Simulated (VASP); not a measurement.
## GaN in VASP 6.6.1, single-point calculation

INCAR

```
NELM = 51
ENCUT = 520
GGA = AM
IBRION = -1
LCHARG = .FALSE.
NBANDS = 16
LASPH = .TRUE.
PREC = Accurate
LWAVE = .FALSE.
LREAL = .FALSE.
EDIFF = 1E-7
ISIF = 2
ISMEAR = -1
SIGMA = 0.02
NSW = 0
```

KPOINTS

```
KPOINTS created by Atomic Simulation Environment
0
Gamma
10 10 10
0 0 0
```

POSCAR

```
Ga N
 1.0000000000000000
     0.0000000000000000    2.2030739097000001    2.2968536679999998
     2.2030739097000001    0.0000000000000000    2.2968536679999998
     2.2030739097000001    2.2030739097000001    0.0000000000000000
 Ga  N
   1   1
Cartesian
  0.0000000000000000  0.0000000000000000  0.0000000000000000
  1.1015369548499998  1.1015369548499998  1.1484268339999997
```

The recommended PBE PAW datasets give the neutral cell 18 valence electrons.

Command

```
mpirun -np 1 vasp_std
```

OSZICAR

```
N       E                     dE             d eps       ncg     rms          rms(c)
DAV:   1     0.801840054342E+02    0.80184E+02   -0.93712E+03  3704   0.204E+03
DAV:   2    -0.896800384610E+01   -0.89152E+02   -0.83310E+02  3792   0.327E+02
DAV:   3    -0.144015652803E+02   -0.54336E+01   -0.54147E+01  3752   0.690E+01
DAV:   4    -0.144621875829E+02   -0.60622E-01   -0.60615E-01  4224   0.781E+00
DAV:   5    -0.144629423310E+02   -0.75475E-03   -0.75474E-03  3896   0.770E-01    0.726E+00
DAV:   6    -0.126840288858E+02    0.17789E+01   -0.41296E+00  4952   0.393E+01    0.272E+00
DAV:   7    -0.126796726970E+02    0.43562E-02   -0.28342E-01  3616   0.568E+00    0.175E+00
DAV:   8    -0.126687635777E+02    0.10909E-01   -0.49065E-02  3736   0.271E+00    0.679E-01
DAV:   9    -0.126655505196E+02    0.32131E-02   -0.11833E-02  4904   0.245E+00    0.170E-01
DAV:  10    -0.126657950853E+02   -0.24457E-03   -0.14062E-03  3800   0.553E-01    0.857E-02
DAV:  11    -0.126657443550E+02    0.50730E-04   -0.16942E-04  4720   0.197E-01    0.779E-03
DAV:  12    -0.126657485108E+02   -0.41558E-05   -0.19917E-05  3928   0.475E-02    0.701E-03
DAV:  13    -0.126657484359E+02    0.74883E-07   -0.64773E-07  4104   0.180E-02
   1 F= -.12665748E+02 E0= -.12665748E+02  d E =-.105658E-10
```

From OUTCAR

```
k-points           NKPTS =    102   k-points in BZ     NKDIM =    102   number of bands    NBANDS=     16

   NELECT =      18.0000    total number of electrons

   dimension x,y,z NGX =    24 NGY =   24 NGZ =   24
   dimension x,y,z NGXF=    48 NGYF=   48 NGZF=   48

  energy-cutoff  :      520.00
  volume of cell :       22.30
      direct lattice vectors                 reciprocal lattice vectors
     0.000000000  2.203073910  2.296853668    -0.226955618  0.226955618  0.217689097
     2.203073910  0.000000000  2.296853668     0.226955618 -0.226955618  0.217689097
     2.203073910  2.203073910  0.000000000     0.226955618  0.226955618 -0.217689097

 k-points in reciprocal lattice and weights: KPOINTS created by Atomic Simulation Env
   0.00000000  0.00000000  0.00000000       0.001
   0.10000000 -0.00000000  0.00000000       0.008
   0.20000000 -0.00000000  0.00000000       0.008
   0.30000000  0.00000000  0.00000000       0.008
   0.40000000 -0.00000000  0.00000000       0.008
   0.50000000 -0.00000000  0.00000000       0.004
   0.10000000  0.10000000  0.00000000       0.002
   0.20000000  0.10000000  0.00000000       0.008
   ...

 E-fermi :   5.9316

 k-point     1 :       0.0000    0.0000    0.0000
  band No.  band energies     occupation
      1     -10.6340      2.00000
      2      -8.0226      2.00000
      3      -7.9737      2.00000
      4      -7.9737      2.00000
      5      -7.6441      2.00000
      6      -7.6404      2.00000
      7       5.3391      2.00000
      8       5.5542      2.00000
      9       5.5542      2.00000
     10       7.4181      0.00000
     11      15.8480      0.00000
     12      15.8480      0.00000
     13      15.9550      0.00000
     14      23.3369      0.00000
     15      23.5547      0.00000
     16      24.5848      0.00000

 k-point     2 :       0.1000   -0.0000    0.0000
  band No.  band energies     occupation
      1     -10.5160      2.00000
      2      -8.0010      2.00000
      3      -7.9591      2.00000
      4      -7.9438      2.00000
      5      -7.6440      2.00000
      6      -7.6430      2.00000
      7       4.3922      2.00000
      8       5.2959      2.00000
      9       5.4528      2.00000
     10       8.2455      0.00000
     11      15.3452      0.00000
     12      16.0439      0.00000
     13      16.0939      0.00000
     14      22.3368      0.00000
     15      23.4919      0.00000
     16      23.6067      0.00000

 k-point     3 :       0.2000   -0.0000    0.0000
  band No.  band energies     occupation
      1     -10.2159      2.00000
      2      -7.9594      2.00000
      3      -7.9248      2.00000
      4      -7.7945      2.00000
      5      -7.6453      2.00000
      6      -7.6373      2.00000
      7       2.5500      2.00000
      8       4.9924      2.00000
      9       5.2041      2.00000
     10       9.3174      0.00000
     11      14.5445      0.00000
     12      16.2774      0.00000
     13      16.4130      0.00000
     14      21.5923      0.00000
     15      22.5705      0.00000
     16      22.6576      0.00000

 ...

  Total        0.7269339      0.7269339     -0.0729619      0.0000000      0.0000000      0.0000000
  in kB       52.2377018     52.2377018     -5.2430676      0.0000000      0.0000000      0.0000000
  external PRESSURE =      33.0774453 kB  Pullay stress =       0.0000000 kB

 POSITION                                       TOTAL-FORCE (eV/Angst)
 -----------------------------------------------------------------------------------
      0.00000      0.00000      0.00000         0.000000      0.000000     -0.000000
      1.10154      1.10154      1.14843        -0.000000     -0.000000      0.000000
 -----------------------------------------------------------------------------------
    total drift:                                0.000000      0.000000      0.000002

  FREE ENERGIE OF THE ION-ELECTRON SYSTEM (eV)
  ---------------------------------------------------
  free  energy   TOTEN  =       -12.6657484359 eV

  energy  without entropy=      -12.6657484359  energy(sigma->0) =      -12.66574844
```

It converged. Results: gap between bands v and c on the k mesh 1.86 eV; least direct gap on the k mesh 1.86 eV; pressure 3.3 GPa. Band v is the last that the valence electrons fill when counted band by band, and c is the next.

For comparison, a separate PBE run of the intended cell, on usual settings and not on those above, gives a gap of 1.82 eV on its mesh and a pressure of 10.3 GPa.

The run above took about 28 s on one core of a shared host (Intel Xeon Platinum 8488C) and held 0.16 GiB at most.
